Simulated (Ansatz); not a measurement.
Gd (Fm-3m) on spinors, without spin–orbit coupling

The source of the geometry is a structure from the Materials Project, repeated to hold the magnetic orders; atoms and cell stay fixed.

Settings: PBE, 8×6×4 k mesh, Fermi–Dirac smearing of 0.05 eV. PAW means Ansatz 0.2.0 on its default frozen-core files. Site moments are integrated in spheres about the atoms.

The first input and its command:

```yaml
crystal:
  lattice:
    - [0.0, 2.5858190855, 2.5858190855]
    - [-5.171638171, 0.0, 0.0]
    - [0.0, -5.171638171, 5.171638171]
  atoms:
    - { symbol: Gd, position: [0.0, 0.0, 0.0], spin: 7.3, spin_axis: [0.0, 0.0, 1.0] }
    - { symbol: Gd, position: [0.0, 0.0, 0.5], spin: 7.3, spin_axis: [0.0, 0.0, 1.0] }
    - { symbol: Gd, position: [0.5, 0.5, 0.25], spin: 7.3, spin_axis: [0.0, 0.0, 1.0] }
    - { symbol: Gd, position: [0.5, 0.5, 0.75], spin: 7.3, spin_axis: [0.0, 0.0, 1.0] }
magnetization:
  noncollinear: true
kpoints:
  mp_grid: { grid: [8, 6, 4] }
scf:
  occupations: { method: fermi_dirac, width: 0.05 }
hamiltonian:
  xc: pbe
  pseudopotentials: { kind: paw }
output:
  eigenvalues: false
```

Command: `ansatz run input.yaml --threads 2 --pin off --max-ram 6144MiB --backend cpu --events-out ev --progress --plain --runs-dir out`

The input for «start Gd1↑ Gd2↓ Gd3↑ Gd4↓ on spinors» by PAW differs from it in these lines, output keys apart:

```diff
-    - { symbol: Gd, position: [0.0, 0.0, 0.5], spin: 7.3, spin_axis: [0.0, 0.0, 1.0] }
+    - { symbol: Gd, position: [0.0, 0.0, 0.5], spin: 7.3, spin_axis: [0.0, 0.0, -1.0] }
-    - { symbol: Gd, position: [0.5, 0.5, 0.75], spin: 7.3, spin_axis: [0.0, 0.0, 1.0] }
+    - { symbol: Gd, position: [0.5, 0.5, 0.75], spin: 7.3, spin_axis: [0.0, 0.0, -1.0] }
```

The runs use spinors without spin–orbit coupling, and in-plane angles count from x. Energies count from the run that starts parallel.

| state | ΔF PAW (meV/atom) | largest moment, PAW (μB) | size of M, PAW (μB/cell) | directions kept |
| --- | --- | --- | --- | --- |
| parallel moments on spinors | 0.0 | 7.29 | ? | yes |
| in-plane start at Gd1 0°, Gd2 180°, Gd3 90°, Gd4 270° | ? | 7.30 | 0.00 | yes |
| start Gd1↑ Gd2↓ Gd3↑ Gd4↓ on spinors | -32.4 | 7.30 | 0.00 | yes |

Problem. What belongs in the row "parallel moments on spinors", column "size of M, PAW (μB/cell)"?

Solution. 30.13.

Problem. Give the missing entry: row "in-plane start at Gd1 0°, Gd2 180°, Gd3 90°, Gd4 270°", column "ΔF PAW (meV/atom)".

Solution. -33.4.

For the state «in-plane start at Gd1 0°, Gd2 180°, Gd3 90°, Gd4 270°», by PAW: Site moments (μB): Gd1 (7.30, 0.00, 0.00); Gd2 (-7.30, 0.00, 0.00); Gd3 (0.00, 7.30, 0.00); Gd4 (0.00, -7.30, 0.00). Cell moment 0.00 μB.

Without U a semilocal functional puts the f levels too near the Fermi level, which can change moments and the order of magnetic states; site and cell moments are spin moments. Spin–orbit coupling is left out although heavy atoms are present. With open f shells a run can end in a state that isn't the lowest. The magnetic state is the one that this cell and start allow. It needn't be the compound's measured order, which may need a larger cell or be absent. Left out because it may lie on a higher state: PAW, parallel moments.
